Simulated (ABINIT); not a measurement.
The system is BaZrO3.

```xyz
5
Lattice="4.1913 0.0000 0.0000 0.0000 4.1913 0.0000 0.0000 0.0000 4.1913" Properties=species:S:1:pos:R:3 pbc="T T T"
Ba    0.0000    0.0000    0.0000
Zr    2.0957    2.0957    2.0957
O     2.0957    2.0957    0.0000
O     2.0957    0.0000    2.0957
O     0.0000    2.0957    2.0957
```

Base run:

```yaml
Program: ABINIT 10.8.3 (patched build)
Functional: PBEsol
Potentials_or_basis: JTH PAW PBE v2.0
Cutoff: 626 eV
k_mesh: 6 × 6 × 6
Occupations: fermi-dirac, width 0.05 eV
Spin: no spin polarisation
```

Its results: band gap on the k mesh 3.11 eV, indirect (least direct gap 3.33 eV); pressure -0.8 GPa.

**Question.** After a change of settings the same cell gave: band gap on the k mesh 3.20 eV, indirect (least direct gap 3.42 eV); pressure 4.4 GPa. Which change was it?
A. functional from PBEsol to r2SCAN; cutoff from 626 eV to 762 eV; fine-grid cutoff from 1224.51 eV to 1360.57 eV
B. functional from PBEsol to PBE
C. functional from PBEsol to LDA; potentials or basis from JTH PAW PBE v2.0 to JTH PAW LDA v2.0

**Answer.** B.

PBE binds less tightly than PBEsol, so the same cell stands under more pressure.

Caveats: this set's barium file shifts pressures by 1.5 GPa and gaps by 0.1 eV against other sets; spin-orbit coupling is left out, which moves the levels of the heavy elements; the PAW data sets were made with another functional, which shifts forces and pressure a little (some runs).
